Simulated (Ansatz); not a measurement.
# Hf2CO2 MXene bilayer (AA) in a perpendicular field, part 3 of 3

Wanted: the out-of-plane response of the Hf2CO2 MXene bilayer (AA). A positive field points along +c.

Ansatz 0.2.0; plane-wave DFT, PBE-D3(BJ), Ansatz PAW.

So far. Step 6 (Atoms held, field 0.2 V/Å): The dipole is 0.113 e·Å, and the gap 0.696 eV.

### Step 7. Atoms held, field 0.3 V/Å

input.yaml reads:

```yaml
crystal:
  lattice:
    - [3.2969450564, 0.0, 0.0]
    - [-1.6484725282, 2.8552381737, 0.0]
    - [0.0, 0.0, 28.7893446621]
  atoms:
    - { symbol: O, position: [0.3333333333, 0.6666666667, 0.3126156606] }
    - { symbol: Hf, position: [0.6666666667, 0.3333333333, 0.3445926406] }
    - { symbol: C, position: [0.0, 0.0, 0.3921737895] }
    - { symbol: Hf, position: [0.3333333333, 0.6666666667, 0.4398537746] }
    - { symbol: O, position: [0.6666666667, 0.3333333333, 0.4701033113] }
    - { symbol: O, position: [0.3333333333, 0.6666666667, 0.5298966887] }
    - { symbol: Hf, position: [0.6666666667, 0.3333333333, 0.5601462254] }
    - { symbol: C, position: [0.0, 0.0, 0.6078262105] }
    - { symbol: Hf, position: [0.3333333333, 0.6666666667, 0.6554073594] }
    - { symbol: O, position: [0.6666666667, 0.3333333333, 0.6873843394] }
kpoints:
  mp_grid: { grid: [18, 18, 1] }
  band_path:
    path: [[0, 0, 0], [0.5, 0, 0], [0.33333333, 0.33333333, 0], [0, 0, 0]]
    npoints: 16
hamiltonian:
  xc: pbe
  dispersion: d3bj
scf:
  occupations: { method: fermi_dirac, width: 0.02585 }
  convergence: { dr2_threshold: 1.0e-10 }
efield:
  axis: 3
  dipole_correction: true
  ramp_position: 0.9464
  ramp_width: 0.1072
  amplitude: 0.3
output:
  write_potential: true
  write_density: true
  volumetric_format: npy
```

The run is started by

```bash
ansatz run input.yaml --threads 4 --pin off --max-ram 8192MiB --backend cpu --events-out ev --progress --plain --runs-dir out
```

Numbers of over 12 decimals in the logs are rounded to 6 here.

What it wrote:

```text
[...]
Crystal: 10 atoms, lattice volume = 271.010 Å³
Basis set: ecut = 420 eV, 5413 PW (Γ)
Bands: 82, of which v1, the nominal top of the filled ones, is band 68 counted from 1 (67 counted from 0)
Symmetry: 6 space group operations
k-points: 37 of 324 (time reversal used)
[...]
k-point 0: bands = [... 64 lower, 4.7399, 4.7399, 5.0005, 5.0005, 6.9313, 6.9313, 7.1961, 7.2233, ... 10 higher]
  k-point 1: bands = [... 64 lower, 4.4917, 4.6086, 4.7457, 4.8840, 6.9556, 7.0783, 7.1656, 7.3496, ... 10 higher]
  k-point 2: bands = [... 64 lower, 4.0230, 4.2607, 4.3217, 4.6104, 6.7949, 7.0544, 7.4281, 7.5575, ... 10 higher]
  k-point 36: bands = [... 64 lower, 2.3592, 2.5594, 2.5947, 2.6705, 7.2050, 7.4852, 8.1848, 8.5096, ... 10 higher]
[key lines of the parts left out:]
SCF converged after 17 iterations
Free energy (F): -65672.085763 eV
Fermi energy:    5.311205 eV
Dipole field:    D = 0.113236 V/Å  (p = 0.169593 e·Å, saw-weighted, corrected)
```

Wall time 88 s (4 threads of Intel Xeon at 2.50GHz (Skylake/Cascade Lake), shared host); peak memory 1.3 GiB.

The dipole is 0.170 e·Å, and the gap 0.640 eV.

### Step 8. Response, atoms held

This step: plane-wave DFT, PBE-D3(BJ), Ansatz PAW; response to a field along the normal, atoms held (Ansatz 0.2.0).

The dipoles give the slope, and the difference of two potentials shows where the field is screened.

This step gave:

| Quantity | Value |
| --- | --- |
| equivalent conductor thickness p/(ε₀AE) | 10.86 Å |
| distance between the outer atoms | 10.79 Å |

The dipole of the cell by applied field:

```csv
applied field (V/Å),dipole of the cell (e·Å)
-0.100,-0.0565
0.000,3.3e-6
0.100,0.0565
0.200,0.113
0.300,0.170
```

Local field over the applied field, running mean. From the potentials at -0.1 and 0.1 V/Å; running mean over 2.8 Å. The local field over applied field by z:

| z (Å) | local field over applied field |
| --- | --- |
| 4.5 | 1.000 |
| 5.0 | 0.999 |
| 5.5 | 0.996 |
| 6.0 | 0.987 |
| 6.5 | 0.960 |
| 7.0 | 0.894 |
| 7.5 | 0.781 |
| 8.0 | 0.639 |
| 8.5 | 0.485 |
| 9.0 | 0.339 |
| 9.5 | 0.212 |
| 10.0 | 0.126 |
| 10.5 | 0.0819 |
| 11.0 | 0.0698 |
| 11.5 | 0.0683 |
| 12.0 | 0.0734 |
| 12.5 | 0.106 |
| 13.0 | 0.148 |
| 13.5 | 0.186 |
| 14.0 | 0.211 |
| 14.5 | 0.216 |
| 15.0 | 0.203 |
| 15.5 | 0.171 |
| 16.0 | 0.130 |
| 16.5 | 0.0901 |
| 17.0 | 0.0682 |
| 17.5 | 0.0692 |
| 18.0 | 0.0716 |
| 18.5 | 0.0971 |
| 19.0 | 0.156 |
| 19.5 | 0.262 |
| 20.0 | 0.399 |
| 20.5 | 0.550 |
| 21.0 | 0.702 |
| 21.5 | 0.833 |
| 22.0 | 0.928 |
| 22.5 | 0.975 |
| 23.0 | 0.992 |
| 23.5 | 0.998 |
| 24.0 | 0.999 |
| 24.5 | 1.000 |

The induced electron density oscillates, so the rows of the table below give means over windows of 0.5 Å about each position, cut where the curve ends. Its maxima inside the range that stand out by 2 % of the span (Å: e/Å³ per V/Å): 8.35: 0.00351, 9.21: 0.00185, 10.65: 7.1e-4, 12.67: 2.4e-4, 13.82: -7.3e-5, 14.68: 4.0e-4, 15.40: 0.00187, 16.70: 5.6e-4, 18.86: 1.2e-4, 19.86: -0.00139. Its minima: 8.92: 0.00139, 9.93: -1.2e-4, 12.09: -5.6e-4, 13.39: -0.00187, 14.11: -4.0e-4, 14.97: 7.3e-5, 16.12: -2.4e-4, 18.14: -7.1e-4, 19.58: -0.00185, 20.44: -0.00351.

Electrons, planar mean, per unit field. Induced electron density against z; means over each step:

```csv
z (Å),induced electron density (e/Å³ per V/Å)
4.5,1.0e-6
5.0,3.8e-6
5.5,1.3e-5
6.0,4.6e-5
6.5,1.5e-4
7.0,4.6e-4
7.5,0.00126
8.0,0.00274
8.5,0.00289
9.0,0.00164
9.5,7.1e-4
10.0,-1.9e-5
10.5,5.4e-4
11.0,2.2e-4
11.5,-9.7e-5
12.0,-5.0e-4
12.5,-5.3e-5
13.0,-4.8e-4
13.5,-0.00126
14.0,-2.7e-4
14.5,1.4e-4
15.0,4.4e-4
15.5,0.00138
16.0,-1.5e-5
16.5,3.4e-4
17.0,3.7e-4
17.5,-1.2e-5
18.0,-4.8e-4
18.5,-2.9e-4
19.0,-3.7e-5
19.5,-0.00136
20.0,-0.00190
20.5,-0.00325
21.0,-0.00207
21.5,-8.4e-4
22.0,-2.9e-4
22.5,-9.2e-5
23.0,-2.7e-5
23.5,-7.8e-6
24.0,-2.1e-6
24.5,-7.3e-7
```

The smaller of the gaps on the path and on the k-mesh, counted as 0 under 0.03 eV. The gap by applied field:

| applied field (V/Å) | gap (eV) |
| --- | --- |
| -0.100 | 0.745 |
| 0.000 | 0.774 |
| 0.100 | 0.745 |
| 0.200 | 0.696 |
| 0.300 | 0.640 |

By hand: between -0.1 and 0.1 V/Å the dipole changes by 0.1130 e·Å, a slope of 0.5652 e·Å²/V. A perfect conductor of thickness t has p = ε₀AEt, so t = 180.95 × 0.5652 / 9.414 = 10.86 Å (e/ε₀ = 180.95 V·Å, A in Å²).

The induced dipole is that of a conductor 10.86 Å thick.

### Step 9. Results

| Quantity | Value |
| --- | --- |
| gap without field | 0.774 eV |
| ionisation energy, upper face | 5.31 eV |
| electron affinity, upper face | 4.54 eV |
| equivalent conductor thickness, atoms held | 10.9 Å |

The induced dipole equals that of a perfect conductor 10.86 Å thick, while the outer atoms lie 10.79 Å apart; an out-of-plane ε follows only once a thickness t is chosen, by 1 − 1/ε = 10.86 Å / t. The gap goes from 0.77 eV to 0.64 eV at 0.3 V/Å. Semilocal functionals give gaps that are too small, and excitons are not included. Spin-orbit coupling is left out, which matters for the bands of elements this heavy. The MXene's terminations sit over the metal atoms of its far layer; the site over carbon or nitrogen, which some compounds prefer, was not run. After relaxation neighbouring layers come as close as 1.7 Å along the normal, so they are bonded in part and no longer a van der Waals stack.

[Logs are printed without paths, hosts, clocks, repeated set-up lines and the standing remarks that a program may print on its own settings, such as how far it seeks lower states.]

[Hosts, paths, dates, database ids (printed as entryN), source tags and the programs' standing remarks are cut or masked in the printed files.]

[Maps of the electrostatic potential energy from Ansatz leave out the sawtooth potential of an applied field or a dipole correction, so their vacuum need not be flat; planar profiles and work functions include it.]
